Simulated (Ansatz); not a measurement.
**GaN: band gap under strain**

How does strain move the band edges of GaN (zincblende), and do the functionals agree on it? States: -2.0 % strain along z alone; -1.0 % strain along z alone; +1.0 % strain along z alone.

Code: Ansatz 0.2.0. PAW datasets, plane waves. Calculated at 0 K for a non-magnetic cell.

## 1. Starting point

The unstrained cell was relaxed with r2SCAN; in each strained cell the atoms were relaxed again with r2SCAN. Names of k-points are those of the unstrained zone, where strain can split equivalent points. First state: -2.0 % strain along z alone.

It is tetragonal, I-4m2 (No. 119); a = 3.180 Å, c = 4.408 Å in the conventional setting, 11.15 Å³ an atom. Near Ga stand 4 N at 1.93 Å; near N stand 4 Ga at 1.93 Å.

Structure file:

```cif
data_structure
_symmetry_space_group_name_H-M 'I-4m2'
_symmetry_Int_Tables_number 119
_cell_length_a 3.1805
_cell_length_b 3.1805
_cell_length_c 4.4079
_cell_angle_alpha 90.000
_cell_angle_beta 90.000
_cell_angle_gamma 90.000
_cell_volume 44.59
loop_
_atom_site_label
_atom_site_type_symbol
_atom_site_symmetry_multiplicity
_atom_site_Wyckoff_symbol
_atom_site_fract_x
_atom_site_fract_y
_atom_site_fract_z
_atom_site_occupancy
Ga1 Ga 2 a 0.00000 0.00000 0.00000 1
N1 N 2 c 0.00000 0.50000 0.25000 1
```

From earlier runs on the unstrained cell: PBE 1.76 eV, r2SCAN 2.17 eV, HSE06 3.01 eV, r2SCAN+SOC 2.17 eV, G0W0 2.86 eV (on its mesh); a = 4.498 Å.

## 2. -2.0 % strain along z alone: PBE

Input file input.yaml:

```yaml
crystal:
  lattice:
    - [0.0, 2.2489525411, 2.2039734903]
    - [2.2489525411, 0.0, 2.2039734903]
    - [2.2489525411, 2.2489525411, 0.0]
  atoms:
    - { symbol: Ga, position: [0.0, 0.0, 0.0] }
    - { symbol: "N", position: [0.25, 0.25, 0.25] }
kpoints:
  mp_grid: { grid: [10, 10, 10] }
  band_path:
    path:
      - [0.0, 0.0, 0.0]
      - [-0.5, -0.5, 0.0]
      - [-0.375, -0.375, 0.25]
      - [-0.375, 0.0, 0.375]
      - [0.0, 0.0, 0.5]
      - [-0.5, -0.25, 0.25]
    npoints: 1
hamiltonian:
  xc: pbe
scf:
  occupations: { method: fermi_dirac, width: 0.02 }
  n_extra_bands: 4
output:
  forces: true
  stress: true
  eigenvalues: true
```

Run with:

```sh
$ ansatz run input.yaml --threads 2 --pin off --max-ram 20275MiB --backend cpu --events-out ev --progress --plain --runs-dir out
```

The runs that follow: -2.0 % strain along z alone: r2SCAN; -2.0 % strain along z alone: HSE06; -2.0 % strain along z alone: r2SCAN+SOC; -2.0 % strain along z alone: r2SCAN; -2.0 % strain along z alone: G0W0@PBE; -1.0 % strain along z alone: PBE; -1.0 % strain along z alone: r2SCAN; -1.0 % strain along z alone: HSE06; -1.0 % strain along z alone: r2SCAN+SOC; -1.0 % strain along z alone: r2SCAN; -1.0 % strain along z alone: G0W0@PBE; +1.0 % strain along z alone: PBE; +1.0 % strain along z alone: r2SCAN; +1.0 % strain along z alone: HSE06; +1.0 % strain along z alone: r2SCAN+SOC; +1.0 % strain along z alone: r2SCAN; +1.0 % strain along z alone: G0W0@PBE.

Q: Predict the outcome of this session.

As calculated:

Least gap in eV (negative: overlap), with the change from the unstrained cell in brackets. G0W0 is on its own coarse mesh.

```
                      state  volume change (%)           PBE        r2SCAN         HSE06          G0W0
-2.0 % strain along z alone               -2.0  1.82 (+0.06)  2.24 (+0.07)  3.09 (+0.08)  2.97 (+0.11)
-1.0 % strain along z alone               -1.0  1.79 (+0.03)  2.20 (+0.03)  3.05 (+0.04)  2.92 (+0.06)
+1.0 % strain along z alone               +1.0  1.68 (-0.08)  2.09 (-0.08)  2.92 (-0.09)  2.76 (-0.10)
```

In words: With HSE06, of the states in the table +1.0 % strain along z alone shifts the gap most, by -0.089 eV. PBE and HSE06 differ by 1.25 eV on the unstrained gap, and by at most 0.02 eV on its change: PBE follows the response to strain far better than the gap itself. G0W0 here is at a finite number of bands, screening cutoff and k mesh, not at the basis limit.
